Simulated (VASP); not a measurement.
Write the native input for VASP 6.6.1 that does the following.

| Quantity | Value |
| --- | --- |
| Task | relaxation of the atoms |
| Functional | r2SCAN |
| Potentials or basis | VASP PAW PBE potentials, release 64 (Mo_sv) |
| Cutoff | 520 eV |
| k mesh | 9 × 9 × 9 |
| Occupations | methfessel-paxton, width 0.1 eV |
| Spin | no spin polarisation |
| Further INCAR settings | ALGO = Normal; EDIFF = 1e-06; IBRION = 2; EDIFFG = -0.02; NSW = 40 |

The structure of Mo lies in POSCAR:

```
Mo
1.0
   -1.6018940000      1.6123050000      1.5868230000
    1.5840600000     -1.5829550000      1.5396390000
    1.5998790000      1.5809390000     -1.5574730000
Mo
1
Direct
   -0.0100820000     -0.0008690000      0.0196120000
```

The cell isn't the ideal one: cell strained at random at fixed volume.

One way to write it, as run:

INCAR

```
SYSTEM = Mo
PREC     = Accurate       ! precision mode
ENCUT    = 520            ! plane-wave cutoff, eV
EDIFF    = 1E-6           ! SCF threshold, eV
ISMEAR   = 1              ! smearing method
SIGMA    = 0.1            ! smearing width, eV
LREAL    = .FALSE.        ! projectors in reciprocal space
LASPH    = .TRUE.         ! aspherical terms in the spheres
NELM     = 100            ! most SCF steps
ALGO     = Normal         ! electronic algorithm
ISIF     = 2              ! what is computed and relaxed
LWAVE    = .FALSE.        ! write WAVECAR
LCHARG   = .FALSE.        ! write CHGCAR
METAGGA  = R2SCAN         ! meta-GGA
LMIXTAU  = .TRUE.       
IBRION   = 2              ! ionic algorithm
NSW      = 40             ! ionic steps
EDIFFG   = -0.02          ! ionic threshold
```

KPOINTS

```
regular mesh
0
G
  9 9 9
  0 0 0
```

Potentials or basis: VASP PAW PBE potentials, release 64 (Mo_sv).

Launch:

```console
$ cat potpaw_PBE.64/Mo_sv/POTCAR > POTCAR
$ mpirun -np 1 vasp_std > vasp.out
```

It gave:

```yaml
Pressure_after_relaxing: -3.7 GPa
Band_gap_on_the_k_mesh: none (metal or under the smearing width)
```

Caveat: the relaxation stopped at its first step, so nothing moved; the PAW data sets were made with another functional, which shifts forces and pressure a little.

It took 90 s on 1 thread of Intel(R) Xeon(R) 6975P-C (Granite Rapids) (shared host), peak memory 0.17 GiB.
